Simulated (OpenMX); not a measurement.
# Bi in OpenMX: convergence with VNA

Crystal: Bi.

```xyz
2
Lattice="3.4886 -3.1326 0.0000 3.4886 3.1326 0.0000 -1.2602 0.0000 3.1136" Properties=species:S:1:pos:R:3 pbc="T T T"
Bi    4.2030   -0.0176    2.6446
Bi    1.5429    0.0144    0.4896
```

This isn't the form of Bi at room conditions, which is rhombohedral.

The cell isn't the ideal one: atoms moved at random, drawn with an rms of 0.05 Å.

| Quantity | Value |
| --- | --- |
| Program | OpenMX 3.8.5 |
| Task | convergence study |
| Functional | LDA |
| Potentials or basis | OpenMX 2013 LDA set, Bi8.0-s3p2d2, grid cutoff 500 Ry |
| k mesh | 5 × 5 × 7 |
| Occupations | fermi-dirac, width 0.05 eV |
| Spin | no spin polarisation |

These are the settings of the first run; the series varies VNA, with any setting tied to it.

Hardware: 1 thread of Arm Neoverse V1, with other jobs on the host.

Task: The values tried are 1 3, 2 4, 3 6, 4 8, 5 10, 6 12, 6 16, loosest first. From which on does the pressure stay within 0.1 GPa of the tightest run that finished?

Result: From 4 8 on.

| VNA | energy less the tightest run, at zero smearing (meV/atom) | pressure (GPa) | largest force (eV/Å) | SCF cycles | CPU time (s) | peak memory (GiB) |
| --- | --- | --- | --- | --- | --- | --- |
| 1 3 | -29526.57 | -2203.48 | 47.297 | 17 | 86 | 1.2 |
| 2 4 | -115.02 | -30.86 | 0.969 | 16 | 84 | 1.2 |
| 3 6 | -7.38 | -2.82 | 0.103 | 15 | 80 | 1.2 |
| 4 8 | -1.50 | -2.73 | 0.103 | 15 | 84 | 1.2 |
| 5 10 | -0.26 | -2.71 | 0.104 | 15 | 87 | 1.2 |
| 6 12 | -0.01 | -2.71 | 0.103 | 15 | 89 | 1.3 |
| 6 16 | 0.00 | -2.71 | 0.103 | 15 | 93 | 1.2 |

Against the tightest run, the energy stays within 1 meV/atom from 5 10 on; the largest force stays within 0.005 eV/Å from 3 6 on. The tightest run that finished is the yardstick and may itself not be fully converged.

Caveat, for the tightest run too: the basis of atomic orbitals isn't converged, which shifts pressures, moduli and gaps.
